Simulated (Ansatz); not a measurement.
# Field gradients at the nuclei in BN

The cell is a computed structure from the Materials Project (it need not be an observed phase), whose atoms a relaxation with PBE at fixed cell left in place.

```
B N
1.0
     0.00000    3.49532    2.16609
     1.25163    0.00000    2.16609
     1.25163    3.49532    0.00000
B N
1 1
Direct
  0.00005 0.00005 0.99995
  0.66665 0.66665 0.33335
```

Atom numbers follow the list; atoms alike are taken as one site, whose name carries the number of the first.

Method: Kohn–Sham DFT in Ansatz, PBE, plane waves and PAW, scalar-relativistic, 420 eV cutoff, Γ-centred 16×16×16 k-points, Fermi–Dirac smearing 0.01 eV.

V_zz is the principal component of the electric field gradient with the largest magnitude, η = (V_xx − V_yy)/V_zz and C_Q = eQV_zz/h.

¹¹B: I = 3/2, Q = 40.59 mb; ¹⁴N: I = 1, Q = 20.44 mb. Nuclear quadrupole moments: year-2017 set (Pyykkö).

```
site  atoms (order as listed)    first shell  V_zz (10²¹ V/m²)     η  C_Q (MHz)
   B                        1  3 N at 1.44 Å              2.80  0.00       2.75
   N                        2  3 B at 1.44 Å             -0.22  0.03     -0.110
```

At B and N V_zz stands upright on the plane through its three neighbours (within 1°) in each case.

The relaxation (2 steps) took 17 s of wall time (17 s of CPU time) and 0.46 GiB at its peak, on 1 thread of Arm Neoverse V2 (aarch64; 8 cores open to the job, memory cap 3.0 GiB, no GPU), a shared host with a load of 0.3 a core.
